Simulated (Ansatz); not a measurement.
**RuO2 (rutile), scan of one atom of the cell**

RuO$_{2}$ (rutile)

```
RuO2
1.0
    4.52339     0.00000     0.00000
    0.00000     4.52339     0.00000
    0.00000     0.00000     3.11902
Ru O
2 4
Direct
  0.50000   0.50000   0.50000
  0.00000   0.00000   0.00000
  0.80567   0.80567   0.50000
  0.30567   0.69433   0.00000
  0.69433   0.30567   0.00000
  0.19433   0.19433   0.50000
```

In each cell atom 1 (Ru, nearest neighbour O at 1.955 Å; its periodic images, 3.1 Å or more away, move with it) moves by s·(0.577, 0.577, 0.577) (along Cartesian [111]), the rest being held.

Level of theory: PBE (plane waves to 420 eV, PAW, scalar-relativistic; Ansatz, an electronic-structure program). k mesh 8×8×12 (Γ-centred), Fermi-Dirac smearing 0.05 eV. The energy includes the smearing's −TS. Compression counts positive. With partly filled bands, energies and forces of such displacements shift with the k mesh and the smearing. F∥ is the force on the atom along that direction. F⊥ is the part of the force across the line. RuO2 is run without spin polarisation and with no Hubbard U. RuO2 was relaxed with its symmetry unable to fall. ΔE is measured from the undisplaced structure.

```
s (Å)   ΔE (meV/cell)  |F⊥| (eV/Å)  P (GPa)  F∥ (eV/Å)
------  -------------  -----------  -------  ---------
-0.200            466        0.412      4.1      4.693
-0.160            297        0.227      2.6      3.734
-0.120            167        0.114      1.5      2.789
-0.080             74        0.050      0.7      1.854
-0.040             19        0.018      0.2      0.926
0.000               0        0.000      0.0      0.000
0.040              19        0.018      0.2     -0.926
0.080              74        0.050      0.7     -1.854
0.120             167        0.114      1.5     -2.789
0.160             297        0.227      2.6     -3.734
0.200             466        0.412      4.1     -4.693
```

Derived quantities:

The energy at s = 0.200 Å comes out as 466 meV/cell, the force along the line at s = -0.200 Å comes out as 4.69 eV/Å and the force constant k = d²E/ds² at s = 0 (finite differences) comes out as 23.1 eV/Å². Symmetry of the curve: even: the same for both signs. Shape of the curve: a single well with its minimum at or next to zero displacement. Harmonic estimate at the end of the scan: ½ks² = 463 meV/cell against the computed 466 meV/cell, so the well is close to harmonic there.

(A displaced cell: forces are minus the slopes of the energy, force constants its curvatures, and phonons follow from these.)
